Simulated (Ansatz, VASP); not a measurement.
**P: VASP beside Ansatz**

Contents of INCAR:

```
PREC = Accurate
ENCUT = 520
EDIFF = 1E-7
ISMEAR = -1
SIGMA = 0.1
LREAL = F
LASPH = T
NELM = 150
ALGO = Normal
ISIF = 2
LWAVE = F
LCHARG = F
MAGMOM = 0 0 0
LORBIT = 11
LSORBIT = T
GGA_COMPAT = F
LORBMOM = T
GGA = CA
NBANDS = 16
```

Contents of KPOINTS:

```
Automatic mesh
0
Gamma
  14 14 14
```

POSCAR

```
P
1.0
    0.0000000000      1.9066316600      1.9066316600
    1.9066316600      0.0000000000      1.9066316600
    1.9066316600      1.9066316600      0.0000000000
P
1
Direct
    0.0000000000      0.0000000000      0.0000000000
```

Input for Ansatz:

```yaml
crystal:
  lattice:
    - [0.0, 1.90663166, 1.90663166]
    - [1.90663166, 0.0, 1.90663166]
    - [1.90663166, 1.90663166, 0.0]
  atoms:
    - { symbol: P, position: [0.0, 0.0, 0.0] }
hamiltonian:
  xc: lda
  pseudopotentials:
    kind: paw_fr
    azcp:
      P: "pseudopotentials/P.paw.azcp"
basis:
  ecutwfc: 420
  fft_grid_basis: typed
kpoints:
  mp_grid: { grid: [14, 14, 14], shift: [0, 0, 0] }
magnetization:
  noncollinear: true
  spin_orbit: true
scf:
  occupations: { method: fermi_dirac, width: 0.1 }
```

Alike in both runs: task single point; functional LDA; k mesh 14 × 14 × 14; occupations fermi-dirac, width 0.1 eV; non-collinear spin, spin-orbit coupling.

|  | VASP | Ansatz |
| --- | --- | --- |
| version | VASP 6.6.1 | Ansatz 0.2.0 |
| potentials or method | VASP PAW LDA potentials, release 64 (P) | plane waves (420 eV) with PAW, fully relativistic with spin-orbit coupling |
| plane-wave cutoff (eV) | 520 | 420 |
| valence electrons in the cell | 5 | 5 |

```tsv
	VASP	Ansatz	Ansatz less VASP
net moment per atom (μB)	0.00	0.00	0.000
```

Ansatz warned: «pseudo_functional_mismatch».
